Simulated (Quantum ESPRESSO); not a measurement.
Worked example: self-consistent single point of Li2O (Fm-3m, 3 atoms in the cell) in Quantum ESPRESSO.

Method: PBE, PseudoDojo standard norm-conserving (PBE) pseudopotentials (plane waves; Quantum ESPRESSO).

The change in words: lattice scaled by 0.98. Reference geometry:
```
CELL_PARAMETERS angstrom
      0.00000     2.28078     2.28078
      2.28078     0.00000     2.28078
      2.28078     2.28078     0.00000
ATOMIC_POSITIONS crystal
  Li 0.75000 0.75000 0.75000
  Li 0.25000 0.25000 0.25000
  O  0.00000 0.00000 0.00000
```

Reference input (self-consistent single point, DFT, PBE, plane waves, PseudoDojo standard norm-conserving (PBE) pseudopotentials): ecutwfc = 85 Ry; occupations = smearing; smearing = fermi-dirac; degauss = 0.00147 Ry; potentials = {Li: Li.upf, O: O.upf}; K_POINTS = automatic 6 6 6 0 0 0; conv_thr = 1e-10 Ry. This run's input differs from it in these lines:

```diff
@@ -30,5 +30,5 @@
 CELL_PARAMETERS bohr
-   0.0000000000     4.3100552197     4.3100552197
-   4.3100552197     0.0000000000     4.3100552197
-   4.3100552197     4.3100552197     0.0000000000
+   0.0000000000     4.2238534728     4.2238534728
+   4.2238534728     0.0000000000     4.2238534728
+   4.2238534728     4.2238534728     0.0000000000
```

Output (repeated stretches shortened):

```
     Self-consistent Calculation

     iteration #  1     ecut=    85.00 Ry     beta= 0.70

---- Real-time Memory Report at c_bands before calling an iterative solver
            53 MiB given to the printing process from OS
            21 MiB allocation reported by mallinfo(arena+hblkhd)
------------------

     total energy              =     -61.93969867 Ry
     estimated scf accuracy    <       0.44389768 Ry

     iteration #  2     ecut=    85.00 Ry     beta= 0.70

---- Real-time Memory Report at c_bands before calling an iterative solver
            59 MiB given to the printing process from OS
   [... lines left out ...]

---- Real-time Memory Report at c_bands before calling an iterative solver
            63 MiB given to the printing process from OS
            29 MiB allocation reported by mallinfo(arena+hblkhd)
------------------

     total energy              =     -62.13415439 Ry
     estimated scf accuracy    <          8.2E-10 Ry

     iteration # 10     ecut=    85.00 Ry     beta= 0.70

---- Real-time Memory Report at c_bands before calling an iterative solver
            63 MiB given to the printing process from OS
            29 MiB allocation reported by mallinfo(arena+hblkhd)
------------------
     End of self-consistent calculation

     the Fermi energy is     4.9494 ev

!    total energy              =     -62.13415439 Ry
     estimated scf accuracy    <          3.0E-11 Ry
     smearing contrib. (-TS)   =       0.00000000 Ry
     internal energy E=F+TS    =     -62.13415439 Ry

     convergence has been achieved in  10 iterations

     Forces acting on atoms (cartesian axes, Ry/au):

     atom    1 type  1   force =     0.00000000    0.00000000    0.00000000
   [... zero for the other atoms too ...]

     Total force =     0.000000     Total SCF correction =     0.000000

          total   stress  (Ry/bohr**3)                   (kbar)     P=       97.19
   0.00066071   0.00000000   0.00000000           97.19        0.00        0.00
   0.00000000   0.00066071   0.00000000            0.00       97.19        0.00
   0.00000000   0.00000000   0.00066071            0.00        0.00       97.19

   JOB DONE.
```

The run converged in 10 iterations. Against the reference run the free energy goes up by 18.7 meV/atom, the pressure goes from 3.40 to 9.72 GPa and the gap on the mesh goes from 5.082 to 5.201 eV.

The starting cell comes from a database of computed structures (which also holds hypothetical and non-ambient phases and stackings), without a prior relaxation at this level. Its lattice was rescaled by a random factor within 2.5 % of one. For this run, on top of that: lattice scaled by 0.98. With a pressure of about 10 GPa the cell is away from its equilibrium volume at this level.
